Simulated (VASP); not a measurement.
Au under changes of volume

One of the cells (17.286 Å³/atom); the others are scaled copies at fixed shape and fractional positions:

```
CELL_PARAMETERS angstrom
0.00000 2.05219 2.05219
2.05219 0.00000 2.05219
2.05219 2.05219 0.00000
ATOMIC_POSITIONS crystal
Au 0.00000 0.00000 0.00000
```

```yaml
Program: VASP 6.6.1
Functional: PBE
Dispersion: D3(BJ)
Potentials_or_basis: VASP PAW PBE potentials, release 64 (Au)
Cutoff: 520 eV
k_mesh: 10 × 10 × 10
Occupations: fermi-dirac, width 0.05 eV
Spin: no spin polarisation
```

| volume (Å³/atom) | energy over the lowest point (meV/atom) | pressure (GPa) |
| --- | --- | --- |
| 16.594 | 16.00 | 7.5 |
| 16.940 | 4.05 | 3.5 |
| 17.286 | 0.00 | 0.1 |
| 17.631 | ? | ? |
| 17.977 | 11.88 | -5.5 |

Question: What does the run at 17.631 Å³/atom give?

Answer: Energy over the lowest point 2.89 meV/atom; pressure -2.9 GPa.

Worked out: A Birch-Murnaghan fit of order 2 (a polynomial in V^(-2/3)) to the other rows has its minimum at 17.31 Å³/atom with B0 = V·E''(V) = 160 GPa. It gives 2.76 meV/atom at 17.631 Å³/atom, against the run's 2.89, and -dE/dV = -2.8 GPa, against -2.9.

Energies are extrapolated to zero smearing.

Caveats: pairwise dispersion overbinds metals, which lowers pressure and volume.
